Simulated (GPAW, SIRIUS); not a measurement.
This is a calculation of Sn for SIRIUS 7.10.0. This isn't the form of Sn at room conditions, which is tetragonal (white tin).

The input sirius.json:

```json
{
  "control": {
    "processing_unit": "cpu",
    "verbosity": 2,
    "num_bands_to_print": 14,
    "print_forces": true,
    "print_stress": true
  },
  "parameters": {
    "electronic_structure_method": "pseudopotential",
    "xc_functionals": ["XC_GGA_X_PBE_SOL", "XC_GGA_C_PBE_SOL"],
    "gk_cutoff": 8.5,
    "pw_cutoff": 17.0,
    "ngridk": [10, 10, 10],
    "shiftk": [0, 0, 0],
    "smearing": "fermi_dirac",
    "smearing_width": 0.0018374661,
    "num_bands": 14,
    "num_mag_dims": 0,
    "num_dft_iter": 100,
    "energy_tol": 1e-08,
    "density_tol": 1e-06
  },
  "iterative_solver": {
    "type": "davidson",
    "min_tolerance": 1e-09,
    "tolerance_scale": [0.1, 0.25]
  },
  "mixer": {
    "type": "anderson",
    "beta": 0.7,
    "max_history": 8
  },
  "settings": {
    "tol_ne": 1e-10,
    "pseudo_grid_cutoff": 6.5
  },
  "unit_cell": {
    "lattice_vectors": [
      [-0.57735026919, 0.57735026919, 0.57735026919],
      [0.57735026919, -0.57735026919, 0.57735026919],
      [0.57735026919, 0.57735026919, -0.57735026919]
    ],
    "lattice_vectors_scale": 6.201388015,
    "atom_coordinate_units": "lattice",
    "atom_types": ["Sn"],
    "atom_files": {
      "Sn": "Sn.json"
    },
    "atoms": {
      "Sn": [
        [0.0, 0.0, 0.0]
      ]
    }
  }
}
```

Potentials or basis: PseudoDojo 0.4.1 PBEsol standard (scalar relativistic).

The run is started by

```bash
$ upf_to_json Sn.upf
$ OMP_NUM_THREADS=1 sirius.scf --input=sirius.json --output=out.json --task=0
```

Problem. Translate it to GPAW 26.7.0 (ASE script). Potentials or basis there: PAW data sets generated for this functional, cutoff 600 eV.

Solution. As run (cutoffs and basis follow the program's own potentials, and thresholds, step limits or extra output files can differ):

Contents of run.py:

```python
from ase import Atoms
from ase.dft.bandgap import bandgap
from ase.io import write
from ase.units import GPa
from gpaw import GPAW, PW, setup_paths

setup_paths.insert(0, '.')

atoms = Atoms(['Sn'],
              cell=[[-1.8946518192, 1.8946518192, 1.8946518192],
                    [1.8946518192, -1.8946518192, 1.8946518192],
                    [1.8946518192, 1.8946518192, -1.8946518192]],
              scaled_positions=[[0.0, 0.0, 0.0]],
              pbc=True)

calc = GPAW(mode=PW(600),
            xc='PBEsol',
            kpts={'size': (10, 10, 10), 'gamma': True},
            occupations={'name': 'fermi-dirac', 'width': 0.05},
            nbands=14,
            convergence={'density': 1e-05, 'energy': 1e-05},
            maxiter=150,
            txt='gpaw.txt')
atoms.calc = calc
energy = atoms.get_potential_energy()
forces = atoms.get_forces()
stress = atoms.get_stress()
calc.write('gs.gpw')
write('result.traj', atoms)
print(f'Energy: {energy:.6f} eV')
print('Forces (eV/A):')
print(forces.round(4))
print('Stress (GPa):', (stress / GPa).round(3))
print('Fermi level:', round(calc.get_fermi_level(), 4), 'eV')
print(f'Gap: {bandgap(calc)[0]:.4f} eV, direct: {bandgap(calc, direct=True)[0]:.4f} eV')
```

Potentials or basis: PAW data sets generated in the run's folder for this functional, pw.

Launch:

```bash
$ gpaw-setup -f PBEsol Sn
$ OMP_NUM_THREADS=1 python run.py
```

Both were run:

|  | SIRIUS | GPAW |
| --- | --- | --- |
| Pressure | -2.1 GPa | -2.4 GPa |

Pressure is positive in compression.
